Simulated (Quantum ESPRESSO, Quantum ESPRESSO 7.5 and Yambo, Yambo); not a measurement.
## BP (F-43m): G0W0 on several meshes in Yambo

Aim: the GW shift of BP (F-43m) against the k mesh.

Method: PBE and many-body steps on it, plane waves, in Quantum ESPRESSO 7.5 and Yambo 5.3.0.

Report form: the programs' logs are mostly left out.

## Step 1: Set-up

The structure is cubic, space group F-43m (No. 216). Conventional cell: a = 4.538 Å, b = 4.538 Å, c = 4.538 Å, α = 90.00°, β = 90.00°, γ = 90.00°. Nearest to B lie 4 P at 1.97 Å. P has 4 B at 1.97 Å nearest. Farther neighbours are not listed.

As a file:

```cif
data_structure
_symmetry_space_group_name_H-M 'F-43m'
_symmetry_Int_Tables_number 216
_cell_length_a 4.5380
_cell_length_b 4.5380
_cell_length_c 4.5380
_cell_angle_alpha 90.000
_cell_angle_beta 90.000
_cell_angle_gamma 90.000
_cell_volume 93.45
loop_
_atom_site_label
_atom_site_type_symbol
_atom_site_symmetry_multiplicity
_atom_site_Wyckoff_symbol
_atom_site_fract_x
_atom_site_fract_y
_atom_site_fract_z
_atom_site_occupancy
B1 B 4 a 0.00000 0.00000 0.00000 1
P1 P 4 d 0.25000 0.25000 0.75000 1
```

The cell and positions come from the Crystallography Open Database and are kept as given unless a step says otherwise.

## Step 2: Empty states on the mesh, 2×2×2 mesh, 73 bands

This step: Quantum ESPRESSO 7.5; DFT, PBE, plane waves, norm-conserving pseudopotentials.

The sums over transitions need many empty states on a uniform mesh; this step solves for them.

Contents of pw.in:

```
&control
  calculation = 'nscf'
  prefix = 'x'
  outdir = 'o'
  pseudo_dir = 'pseudo'
/
&system
  ibrav = 0
  nat = 2
  ntyp = 2
  ecutwfc = 68.0
  nbnd = 73
  force_symmorphic = .true.
/
&electrons
  conv_thr = 1e-9
  electron_maxstep = 80
  diago_full_acc = .true.
  diago_thr_init = 5e-6
/
ATOMIC_SPECIES
  B 10.81 B.upf
  P 30.974 P.upf
CELL_PARAMETERS angstrom
  0.0000000000 2.2690000000 2.2690000000
  2.2690000000 0.0000000000 2.2690000000
  2.2690000000 2.2690000000 0.0000000000
ATOMIC_POSITIONS crystal
  B 0.0000000000 0.0000000000 0.0000000000
  P 0.2500000000 0.2500000000 0.2500000000
K_POINTS automatic
  2 2 2 0 0 0
```

Launch:

```sh
> OMP_NUM_THREADS=1 mpirun -n 4 pw.x -nk 4 -in pw.in > pw.out
```

Elapsed: 1.4 s, on 4 MPI ranks of Arm Neoverse V1, shared host; peak memory 0.05 GiB.

This step gave:

| Item | Value |
| --- | --- |
| gap | 1.347 eV |
| k of the valence top | 0, 0, 0 |
| k of the conduction bottom | 0, -0.5, -0.5 |
| least direct gap | 3.407 eV |
| k points computed | 3 |
| lowest point of the top converged band, above the valence top | 104.3379 eV |

On this mesh the gap is 1.347 eV.

The density comes from a self-consistent run that is not shown.

## Step 3: Conversion and set-up

This step: Yambo 5.3.0; conversion and set-up on PBE, plane waves, norm-conserving pseudopotentials.

The states are converted to the many-body program's format and the q mesh is built.

Launch:

```sh
> (cd o/x.save; p2y > p2y.log; mv SAVE ../..); yambo > setup.log
```

Run time: 2 s. Hardware: 1 MPI rank; peak memory 0.23 GiB.

## Step 4: 2×2×2

G0W0 replaces the xc potential by the self-energy, built once from these orbitals. Only a window of levels is corrected, while the sums run over the empty bands that the input names.

This step: G0W0 on PBE, plane waves, norm-conserving pseudopotentials.

Contents of gw13.in:

```
HF_and_locXC
gw0
dyson
ppa
em1d
rim_cut
RandQpts= 1000000
RandGvec= 1 RL
EXXRLvcs= 68 Ry
VXCRLvcs= 272 Ry
Chimod= "HARTREE"
% BndsRnXp
 1 | 73 |
%
NGsBlkXp= 15.5 Ry
% LongDrXp
 1 | 1 | 1 |
%
% GbndRnge
 1 | 73 |
%
DysSolver= "n"
ExtendOut
PPAPntXp= 27.21138 eV
% QPkrange
 1 | 1 | 3 | 6 |
 3 | 3 | 3 | 6 |
%
```

Launch:

```sh
> OMP_NUM_THREADS=1 mpirun -n 4 yambo -F gw13.in -J gw13 -C gw13 > gw13.log
```

The job ended after 4.3 s (4 MPI ranks; peak memory 1 GiB).

This step gave:

```yaml
g0w0_gap_on_the_points_computed: 1.932 eV
starting_gap_on_the_mesh: 1.347 eV
k_of_the_valence_top: 0, 0, 0
k_of_the_conduction_bottom: 0, -0.5, -0.5
least_direct_g0w0_gap_on_the_computed_points: 4.271 eV
z_at_the_valence_top: 0.8037
z_at_the_conduction_bottom: 0.8175
```

The gap on the mesh goes from 1.35 eV to 1.93 eV, a correction of +0.58 eV.

## Step 5: Empty states on the mesh, 6×6×6 mesh, 73 bands

This step: Quantum ESPRESSO 7.5; DFT, PBE, plane waves, norm-conserving pseudopotentials.

pw.in, as its differences from that of step 2:

```diff
@@ -31,2 +31,2 @@
 K_POINTS automatic
-  2 2 2 0 0 0
+  6 6 6 0 0 0
```

Launch:

```sh
> OMP_NUM_THREADS=1 mpirun -n 4 pw.x -nk 4 -in pw.in > pw.out
```

Wall time 3 s (4 MPI ranks); peak memory 0.21 GiB; 12 s of CPU time.

Numbers from this step:

```
gap                                                           : 1.347 eV
k of the valence top                                          : 0, 0, 0
k of the conduction bottom                                    : 0, -0.5, -0.5
least direct gap                                              : 3.407 eV
k points computed                                             : 16
lowest point of the top converged band, above the valence top : 102.1835 eV
```

On this mesh the gap is 1.347 eV.

## Step 6: Conversion and set-up

This step: Yambo 5.3.0; conversion and set-up on PBE, plane waves, norm-conserving pseudopotentials.

Launch:

```sh
> (cd o/x.save; p2y > p2y.log; mv SAVE ../..); yambo > setup.log
```

The job ended after 2.1 s (1 MPI rank; peak memory 0.23 GiB).

## Step 7: 6×6×6

This step: G0W0 on PBE, plane waves, norm-conserving pseudopotentials.

gw14.in, as its differences from gw13.in of step 4:

```diff
@@ -26,3 +26,3 @@
  1 | 1 | 3 | 6 |
- 3 | 3 | 3 | 6 |
+ 13 | 13 | 3 | 6 |
 %
```

Launch:

```sh
> OMP_NUM_THREADS=1 mpirun -n 4 yambo -F gw14.in -J gw14 -C gw14 > gw14.log
```

Elapsed: 86 s, on 4 MPI ranks; peak memory 1.2 GiB.

This step gave:

| Property | Result |
| --- | --- |
| G0W0 gap on the points computed | 2.039 eV |
| starting gap on the mesh | 1.347 eV |
| k of the valence top | 0, 0, 0 |
| k of the conduction bottom | 0, -0.5, -0.5 |
| least direct G0W0 gap on the computed points | 4.274 eV |
| Z at the valence top | 0.7967 |
| Z at the conduction bottom | 0.8088 |

Against G0W0 in Yambo (2×2×2 mesh, 73 bands, screening to 210.9 eV, Godby-Needs plasmon pole), the gap moves by +0.107 eV.

## Step 8: Empty states on the mesh, 8×8×8 mesh, 73 bands

This step: Quantum ESPRESSO 7.5; DFT, PBE, plane waves, norm-conserving pseudopotentials.

pw.in, as its differences from that of step 5:

```diff
@@ -31,2 +31,2 @@
 K_POINTS automatic
-  6 6 6 0 0 0
+  8 8 8 0 0 0
```

Launch:

```sh
> OMP_NUM_THREADS=1 mpirun -n 4 pw.x -nk 4 -in pw.in > pw.out
```

Elapsed: 5.4 s, on 4 MPI ranks; peak memory 0.21 GiB.

Numbers from this step:

| Quantity | Value |
| --- | --- |
| gap | 1.281 eV |
| k of the valence top | 0, 0, 0 |
| k of the conduction bottom | 0, 0.375, 0.375 |
| least direct gap | 3.407 eV |
| k points computed | 29 |
| lowest point of the top converged band, above the valence top | 102.8457 eV |

On this mesh the gap is 1.281 eV.

## Step 9: Conversion and set-up

This step: Yambo 5.3.0; conversion and set-up on PBE, plane waves, norm-conserving pseudopotentials.

Launch:

```sh
> (cd o/x.save; p2y > p2y.log; mv SAVE ../..); yambo > setup.log
```

Wall time 2.4 s (1 MPI rank); peak memory 0.24 GiB.

## Step 10: 8×8×8

This step: G0W0 on PBE, plane waves, norm-conserving pseudopotentials.

gw15.in, as its differences from gw14.in of step 7:

```diff
@@ -26,3 +26,3 @@
  1 | 1 | 3 | 6 |
- 13 | 13 | 3 | 6 |
+ 18 | 18 | 3 | 6 |
 %
```

Launch:

```sh
> OMP_NUM_THREADS=1 mpirun -n 4 yambo -F gw15.in -J gw15 -C gw15 > gw15.log
```

Wall time 5 min (4 MPI ranks); peak memory 1.4 GiB; 20 min of CPU time.

Numbers from this step:

| Item | Value |
| --- | --- |
| G0W0 gap on the points computed | 2.008 eV |
| starting gap on the mesh | 1.281 eV |
| k of the valence top | 0, 0, 0 |
| k of the conduction bottom | 0, 0.375, 0.375 |
| least direct G0W0 gap on the computed points | 4.277 eV |

Against G0W0 in Yambo (2×2×2 mesh, 73 bands, screening to 210.9 eV, Godby-Needs plasmon pole), the gap moves by +0.076 eV.

## Step 11: The runs together

Times are wall times on 4 MPI ranks of Arm Neoverse V1, shared host, good to a factor of about two.

| run | mesh | bands | screening cutoff (eV) | DFT gap (eV) | gap on the mesh (eV) | direct (eV) | time |
| --- | --- | --- | --- | --- | --- | --- | --- |
| 2×2×2 | 2×2×2 | 73 | 210.9 | 1.347 | 1.932 | 4.271 | 4.3 s |
| 6×6×6 | 6×6×6 | 73 | 210.9 | 1.347 | 2.039 | 4.274 | 86 s |
| 8×8×8 | 8×8×8 | 73 | 210.9 | 1.281 | 2.008 | 4.277 | 5 min |

## Step 12: What came out

- 2×2×2: 1.932 eV
- 6×6×6: 2.039 eV
- 8×8×8: 2.008 eV
- known limits: not at the basis limit; coarse k mesh

What this shows: 6×6×6: +0.107 eV against 2×2×2. 8×8×8: +0.076 eV against 2×2×2, −0.067 eV of it in the start. Bands and cutoff are finite, so the gap is not at the basis limit. The miss can reach some tenths of an eV and take either sign; the mesh is an error of its own. In the G0W0 runs levels were corrected at 2 k points alone, so a gap called «on the mesh» is the least over those, and an edge elsewhere would be missed. A denser mesh or path gives a starting gap of 1.26 eV: the GW mesh misses a band edge, so its gaps are not the fundamental one. The 2×2×2 mesh is coarse for this cell, which bears on the long-range parts of exchange and screening.

[Paths, hosts, dates, memory and timing lines, banners, echoed tables and standing remarks are left out of the program output.]

[Logs are printed without paths, hosts, clocks, repeated set-up lines and the standing remarks that a program may print on its own settings, such as how far it seeks lower states.]

[Runs of the session that timed out or met a known fault of the program may be left out.]

[Hosts, paths, dates, database ids (printed as entryN), source tags and the programs' standing remarks are cut or masked in the printed files.]
